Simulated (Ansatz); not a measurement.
Theory: DFT PBE, scalar-relativistic, plane waves, PAW in Ansatz 0.2.0. Settings: cutoff 420 eV, Γ-centred meshes spaced at most about 0.3 Å⁻¹, and about 0.25 Å⁻¹ or finer for metals (2π included), Gaussian smearing. No spin polarisation.

All energies are static (0 K, no zero-point motion).

Two forms of Sn6Ge were relaxed alike.

A.

```
Sn Ge
1.0
     8.49296    0.00000    0.00000
    -4.24648    7.35512    0.00000
     0.00000    0.00000    3.05298
Sn Ge
6 1
Direct
  0.85459 0.58052 0.00000
  0.58052 0.72593 0.00000
  0.14541 0.41948 0.00000
  0.41948 0.27407 0.00000
  0.27407 0.85459 0.00000
  0.72593 0.14541 0.00000
  0.00000 0.00000 0.00000
```

B.

```
Sn Ge
1.0
     6.10563    3.52509    3.76502
    -6.10563    3.52509    3.76502
     0.00000   -7.05018    3.76502
Sn Ge
12 2
Direct
  0.84721 0.98430 0.57404
  0.15279 0.01570 0.42596
  0.73473 0.30947 0.59822
  0.26527 0.69053 0.40178
  0.42596 0.15279 0.01570
  0.57404 0.84721 0.98430
  0.40178 0.26527 0.69053
  0.59822 0.73473 0.30947
  0.98430 0.57404 0.84721
  0.01570 0.42596 0.15279
  0.30947 0.59822 0.73473
  0.69053 0.40178 0.26527
  0.88766 0.88766 0.88766
  0.11234 0.11234 0.11234
```

**Question.** Which is lower in energy, and by how much?

**Answer.** B is lower, by 74 meV/atom. A has space group P6/m (No. 175), 27.2 Å³/atom and no gap on its mesh; B has Sn and Ge ordered on diamond sites, space group R-3 (No. 148), 34.7 Å³/atom and no gap. Counting Sn atoms around Ge (those within 1.25 times the shortest such distance or 1.15 times the sum of covalent radii, 1.27 where that leaves under three; the shortest distance is added where it exceeds 1.18 times the sum of covalent radii), A has Ge 6 from 3.1 Å and B has Ge 3. The lower one is the more open, so pressure narrows the difference. In A, Sn is surrounded by 7 Sn at 3.05–3.37 Å and 1 Ge at 3.13 Å; Ge has 2 Ge at 3.05 Å and 6 Sn at 3.13 Å. In B, around Sn on its first site lie 1 Ge at 2.73 Å and 3 Sn at 2.88 Å; around Sn on its second site lie 4 Sn at 2.86–2.88 Å; around Ge lie 1 Ge at 2.54 Å and 3 Sn at 2.73 Å. Both come from invented guesses.

The zero gap of R-3 may come from the functional, which often closes small gaps. Cells relaxed within their symmetry can be saddle points.
